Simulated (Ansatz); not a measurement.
Y:

```
CELL_PARAMETERS angstrom
0.00000 2.55199 2.55199
2.55199 0.00000 2.55199
2.55199 2.55199 0.00000
ATOMIC_POSITIONS crystal
Y 0.00000 0.00000 0.00000
```

This isn't the form of Y at room conditions, which is hcp.

Base run:

```yaml
Program: Ansatz 0.2.0
Functional: LDA
Potentials_or_basis: all-electron LAPW, scalar-relativistic
Cutoff: 129 eV (chosen from the basis error)
Basis_error_allowed: 0.001 eV/atom
k_mesh: 9 × 9 × 9
Occupations: fermi-dirac, width 0.05 eV
Spin: no spin polarisation
Hubbard_terms: Y d U = 5 eV
```

Its results: band gap on the k mesh none (metal or under the smearing width); pressure 4.4 GPa.

**Question.** After a change of settings the same cell gave: band gap on the k mesh none (metal or under the smearing width); pressure 2.4 GPa. Which change was it?
A. hubbard terms from Y d U = 5 eV to Y d U = 4 eV
B. hubbard terms from Y d U = 5 eV to none
C. occupations from fermi-dirac, width 0.05 eV to gaussian, width 0.1 eV; hubbard terms from Y d U = 5 eV to none
D. hubbard terms from Y d U = 5 eV to Y d U = 3 eV

**Answer.** A.

Caveats: U is the effective U less J, on atomic orbitals that reach past the spheres; U without spin polarisation on a metal has little footing; the U is typed as a test and isn't derived for this compound.
